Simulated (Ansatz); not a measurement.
# NbAs: from a first guess to the relaxed wurtzite type

First guess:

```yaml
crystal:
  lattice:
    - [4.26985, 0.00000, 0.00000]
    - [-2.13493, 3.69780, 0.00000]
    - [0.00000, 0.00000, 6.95986]
  atoms:
    - { symbol: Nb, position: [0.33333, 0.66667, 0.00000] }
    - { symbol: Nb, position: [0.66667, 0.33333, 0.50000] }
    - { symbol: As, position: [0.33333, 0.66667, 0.37600] }
    - { symbol: As, position: [0.66667, 0.33333, 0.87600] }
```

Level of theory: DFT, PBE, PAW with Ansatz's default frozen-core files, scalar-relativistic in Ansatz 0.2.0.

Cell and atoms relax within the symmetry of the start on a 9×9×5 k mesh with 0.08 eV Fermi–Dirac smearing.

The start is built from a prototype, known or not as a phase of this compound; the cutoff is 420 eV.

Task: What is the pressure of the first guess?

Result: -7.59 GPa.

Task: What does it relax to?

Result: a = 3.400 Å, b = 3.400 Å, c = 8.362 Å, α = 90.00°, β = 90.00°, γ = 120.00° (conventional cell), 20.93 Å³ per atom:
Space group P6_3mc (No. 186). a = 3.400 Å, b = 3.400 Å, c = 8.362 Å, α = 90.00°, β = 90.00°, γ = 120.00°
```tsv
atom	site	symmetry	x	y	z
Nb	2b	3m.	0.3333	0.6667	0.0366
As	2b	3m.	0.3333	0.6667	0.3394
```

Task: How much energy does the relaxation release?

Result: 297 meV/atom.
